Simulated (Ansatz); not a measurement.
Something may be wrong with this Ansatz 0.2.0 calculation of Ag.

Contents of input.yaml:

```yaml
crystal:
  lattice:
    - [0.0, 2.04275, 2.04275]
    - [2.04275, 0.0, 2.04275]
    - [2.04275, 2.04275, 0.0]
  atoms:
    - { symbol: AGx, position: [0.0, 0.0, 0.0] }
hamiltonian:
  xc: lda
  pseudopotentials: { kind: paw }
kpoints:
  mp_grid: { grid: [6, 6, 6] }
scf:
  occupations: { method: fermi_dirac, width: 0.05 }
  n_extra_bands: 6
  max_iter: 60
output:
  forces: true
  stress: true
  eigenvalues: true
  dos: { projected: true, de: 0.05, nscf_kmesh: { grid: [9, 9, 9] } }
```

Potentials or basis: Ansatz PAW.

Command:

```console
$ ansatz run input.yaml --threads 2 --pin off --max-ram 5632MiB --backend cpu --events-out ev --progress --plain --runs-dir out
```

Output:

```text
Error: YAML parse error: error: line 7 column 17: `AGx` is not an element symbol (H … Og, case-exact)
 --> <input>:7:17
  |
5 |     - [2.04275, 2.04275, 0.0]
6 |   atoms:
7 |     - { symbol: AGx, position: [0.0, 0.0, 0.0] }
  |                 ^ `AGx` is not an element symbol (H … Og, case-exact)
8 | hamiltonian:
9 |   xc: lda
  |
```

**Question.** Diagnose the run.

**Answer.** The input was rejected before any iteration. The input holds a flaw that was put in on purpose: an unknown element (crystal.atoms[0].symbol = AGx).
